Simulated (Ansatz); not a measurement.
Crystal: Au.

```
CELL_PARAMETERS angstrom
-1.65727 1.65727 1.65727
1.65727 -1.65727 1.65727
1.65727 1.65727 -1.65727
ATOMIC_POSITIONS crystal
Au 0.00000 0.00000 0.00000
```

This isn't the form of Au at room conditions, which is fcc.

Below is the output of Ansatz 0.2.0 for this cell. Logs are shortened: lines on timing, memory, paths and dates and some standing lists are left out, and cuts for length are marked.

```text
Warning: RAYON_NUM_THREADS=2 ignored (pool sized by the plan → 2); use --threads N
scf.n_extra_bands = 6 over 19 filled bands (N_el = 19.0): the run solves 25 bands
Engine: ansatz 0.2.0, aarch64-unknown-linux-gnu
Pseudopotentials: kind: paw_fr
Pseudopotential: Au, paw_fr, valence charge 19, recommended cutoff 420 eV (normal), Au.paw.azcp#standard-fr
Functional definition: SPW92
  exchange = slater_x
  correlation = pw_c
non-collinear run that drives no moment, with spin-orbit: no starting moment large enough to seed its density (crystal.atoms[].spin), no starting occupations that ask for one, no magnetisation constraint and no magnetic field, so the semilocal B_xc is pinned to zero
Crystal: 1 atoms, lattice volume = 18.207 Å³
Basis set: ecut = 420 eV, 369 PW (Γ)
Bands: 25, of which v1, the nominal top of the filled ones, is band 19 counted from 1 (18 counted from 0)
Symmetry: 48 space group operations + 48 with time reversal
Magnetic group: BNS 229.141 (UNI 1643), of the structure as read, at distance tolerance 2.6e-5 Å
k-points: 29 of 512
Projection manifold: j_resolved (fully-relativistic pseudo-atomic orbitals)
Non-local potential: Au, projectors of the file, l = 0: 3, l = 1: 4, l = 2: 4, l = 3: 2
PAW form: soft (Blöchl's): semilocal exchange-correlation on the pseudo side does not see the compensation charge
PAW frozen core: Au, regenerated for the run's functional, and the local potential with it (the file was generated under x = pbe(κ = 0.804, μ = 0.2195149727645171), c = pbe(β = 0.06672455060314922))
PAW one-centre angular grid: Au, 590 points (default); XC on 64 Gauss nodes
Initial density: superposition of atomic densities (chi_scale 0.1, normalization cell)
Initial wavefunctions: pseudopotential atomic-orbital guess
Functional: x = slater, c = lda
SCF iter   1: F=—  HF=-12901.254519 eV  |F-HF|=—  |Δ(HF+E_count)|=         —  Δρ=7.94e-2  dr2=1.27e0  dr2_m=0.00e0 (ungated)  ethr=3.10e-3  |M|=0.00e0 ∫|m|=0.00e0 μB  |m|>n=0.0e0 m-floor=0.0e0 τ_xc=0.0e0  β_m=0.30  ⟨swp⟩=7.4  Hψ=3664  notcnv=0  defer=1
preconditioner: auto → Kerker (q_TF=auto, 2.748 Å⁻¹)  [metal: Δε(μ)=0.188 eV  Ē_g=12.216 eV  σ=0.050 eV  W_gap=0.48  n_scr=12 (ndim 8)  ℏωp=28.9 eV  f_vac=0.000  D(μ)=0.98/eV (n_scr^D=12)]
[... 9 lines left out ...]
SCF 1 converged in 8 iterations: F = -12900.846973 eV  dr2 = 2.13e-9
  greatest PAW one-centre occupation: 1.003 electrons in one spin orbital (limit 2), on the Au atom at site 0 (counted from 0), in its partial waves of l = 0
NSCF: frozen V_eff on 86 k-points
SCF converged after 8 iterations
Magnetization: |M| = 0.0000 μB,  M = (+0.0000, +0.0000, +0.0000) μB
Absolute magnetization: 0.0000 μB (∫|m|)
  site 0: m = (+0.0000, +0.0000, +0.0000) μB, |m| = 0.0000 μB  (R = 1.18 Å)
Free energy (F): -12900.846973 eV
Harris-Foulkes:  -12900.846973 eV  (|F-HF|=1.53e-9)
Internal energy: -12900.837769 eV  (E = F + TS)
E sigma→0 (E₀):  -12900.842371 eV
Entropy (-TS):   -0.009204 eV (-9.204 meV/atom)
Fermi energy:    18.716832 eV
--- Per-component energies (eV) ---
  E_band       = -250.544330
  E_kinetic    = 603.199005
  E_local      = -1799.091032  (includes V_loc(G=0)·N_el)
  E_nonlocal   = 67.859029
  E_hartree    = 756.407189
  E_xc         = -226.249357
  E_vxc        = -274.406844  (∫ρ·V_xc dr)
  E_paw        = -9449.745550  (= ΣΔE_a)
  E_vpaw       = -360.917531  (= ΣTr[D̂ρ^β])
  E_aug_tail   = 0.001238  (compensation charges beyond the density's cutoff)
  E_ewald      = -2853.749966
  E_core_change = 0.531673  (= ΣΔE_core)
  E_smearing   = -0.009204  (= −TS)
  E_closure    = -0.000000  (closes the sum)
  Σ components = -12900.846973   (vs F -12900.846973, Δ=0.00e0)
--- Forces (eV/Å), atoms counted from 1 ---
  atom   1  Au     0.00000000     0.00000000     0.00000000
  max |Σ_I F_I| component: 3.93e-24 eV/Å
--- Stress (GPa, compression-positive) ---
      -14.977546      -0.000000       0.000000
       -0.000000     -14.977546       0.000000
        0.000000       0.000000     -14.977546
  P = ⅓ Tr σ = -14.9775 GPa (-149.775 kbar)
--- Band table (eV; the first three rows and the last of 29) ---
  k-point 0: bands = ["-86.7694", "-86.7694", "-50.5141", "-50.5141", "-33.7107", "-33.7107", "-33.7107", "-33.7107", "9.2418", "9.2418", "13.3569", "13.3569", "13.3569", "13.3569", "14.5327", "14.5327", "15.9687", "15.9687", "15.9687", "15.9687", "34.9264", "34.9264", "34.9330", "34.9330", "34.9330"]
  k-point 1: bands = ["-86.7680", "-86.7680", "-50.5193", "-50.5193", "-33.7368", "-33.7368", "-33.7161", "-33.7161", "9.7711", "9.7711", "13.3167", "13.3167", "13.4647", "13.4647", "14.6626", "14.6626", "15.7951", "15.7951", "16.0146", "16.0146", "34.1873", "34.1873", "34.8569", "34.8569", "35.5755"]
  k-point 2: bands = ["-86.7647", "-86.7647", "-50.5317", "-50.5317", "-33.7995", "-33.7995", "-33.7292", "-33.7292", "11.0420", "11.0420", "13.1204", "13.1204", "13.7325", "13.7325", "15.2956", "15.2956", "15.6111", "15.6111", "16.2099", "16.2099", "29.8293", "29.8293", "33.1724", "33.1724", "35.9633"]
  k-point 28: bands = ["-86.7522", "-86.7522", "-50.5758", "-50.5758", "-33.8908", "-33.8908", "-33.8908", "-33.8908", "12.0888", "12.0888", "12.0888", "12.0888", "16.4449", "16.4449", "16.4449", "16.4449", "17.4944", "17.4944", "22.9809", "22.9809", "25.3290", "25.3290", "25.3290", "25.3290", "27.3203"]
```

Q: What input gives this log?

A: Band structure with LDA, spin-orbit coupling, no magnetisation. The files as run (others can give the same):

input.yaml
```yaml
crystal:
  lattice:
    - [-1.657269, 1.657269, 1.657269]
    - [1.657269, -1.657269, 1.657269]
    - [1.657269, 1.657269, -1.657269]
  atoms:
    - { symbol: Au, position: [0.0, 0.0, 0.0] }
hamiltonian:
  xc: lda
  pseudopotentials: { kind: paw_fr }
magnetization:
  noncollinear: true
  spin_orbit: true
kpoints:
  mp_grid: { grid: [8, 8, 8] }
  band_path:
    path:
      - [[0.0, 0.0, 0.0], [0.5, -0.5, 0.5], [0.0, 0.0, 0.5], [0.0, 0.0, 0.0], [0.25, 0.25, 0.25], [0.5, -0.5, 0.5]]
      - [[0.25, 0.25, 0.25], [0.0, 0.0, 0.5]]
    npoints: 14
scf:
  occupations: { method: fermi_dirac, width: 0.05 }
  n_extra_bands: 6
output:
  forces: true
  stress: true
  eigenvalues: true
  fatbands: false
```

Potentials or basis: Ansatz PAW.
Command:
```console
$ ansatz run input.yaml --threads 2 --pin off --max-ram 5632MiB --backend cpu --events-out ev --progress --plain --runs-dir out
```

Caveat: the PAW data sets come from PBE, with cores solved anew for the run's functional, which leaves a small shift of forces and pressure.
